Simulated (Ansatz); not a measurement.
MnSb in the zincblende structure

Method: r²SCAN, scalar-relativistic; collinear spin; PAW, 500 eV, Γ-centred 10×10×10 mesh, 0.05 eV Gaussian smearing; code Ansatz; PAW files: Ansatz's generated set soft_2.

```
Mn Sb
1.0
     0.00000    3.10029    3.10029
     3.10029    0.00000    3.10029
     3.10029    3.10029    0.00000
Mn Sb
1 1
Direct
  0.00000 0.00000 0.00000
  0.25000 0.25000 0.25000
```

This is a trial structure; measured cells of the compound in the Crystallography Open Database are in space group P63/mmc.

The geometry is fixed. Moments are started on Mn in several ways. q is the propagation vector of an order in a doubled cell, in units of this cell's reciprocal vectors; doubled cells take an equivalent mesh or are counted from a ferromagnetic run in the same cell, unless said otherwise. Energies count from the first row, the state in which the cell was relaxed.

The starts:
- ferromagnetic
- no spin polarisation
- antiparallel, q = (0, 0, 1/2)
- antiparallel, q = (0, 1/2, 1/2)
- small parallel moments

(1) Which start ends lowest, and how far above it lies the solution without spin polarisation?

Answer:

(1) Lowest, alike within 0.5 meV/atom: ferromagnetic; small parallel moments (which grew into the full parallel moments). Without spin polarisation the energy is 1393 meV/atom higher.

```json
{"start": "ferromagnetic", "largest typed moment (μB)": "4.52", "ΔE (meV/atom)": "0.0", "gap on the mesh (eV)": "metal", "P (GPa)": "0.0", "final spin moments (μB)": "Mn 4.12; Sb -0.24"}
{"start": "no spin polarisation", "largest typed moment (μB)": "0.00", "ΔE (meV/atom)": "1393.2", "gap on the mesh (eV)": "metal", "P (GPa)": "-10.2", "final spin moments (μB)": "none"}
{"start": "antiparallel, q = (0, 0, 1/2)", "largest typed moment (μB)": "3.50", "ΔE (meV/atom)": "106.3", "gap on the mesh (eV)": "metal", "P (GPa)": "0.0", "final spin moments (μB)": "Mn 4.03, -4.03; Sb -0.19, 0.19"}
{"start": "antiparallel, q = (0, 1/2, 1/2)", "largest typed moment (μB)": "3.50", "ΔE (meV/atom)": "138.1", "gap on the mesh (eV)": "metal", "P (GPa)": "0.0", "final spin moments (μB)": "Mn 4.03, -4.03"}
{"start": "small parallel moments", "largest typed moment (μB)": "0.50", "ΔE (meV/atom)": "0.0", "gap on the mesh (eV)": "metal", "P (GPa)": "0.0", "final spin moments (μB)": "Mn 4.12; Sb -0.24"}
```

The program noted a lower state or an instability beside: antiparallel, q = (0, 0, 1/2); antiparallel, q = (0, 1/2, 1/2). The lower rows of the table may be what it saw.

The cell was relaxed in the state of the first row, and its shape doesn't suit: antiparallel, q = (0, 0, 1/2) (uneven stress of 1.2 GPa).

r²SCAN tends to overstate moments and magnetic energies in metals.

Without spin polarisation the pressure is 10.2 GPa lower than in the lowest state, so the magnetic solution wants the larger cell.

Without a U such compounds often come out with 3d moments too small and a gap closed that the real crystal has.

Only orders that fit these small cells were tried, so the real crystal's order may be another.

Scalar-relativistic only: spin–orbit splittings of the heavy atoms' levels are missing. The run wasn't fully tested for a lower electronic state. Site moments are of spin, integrated over atomic spheres.
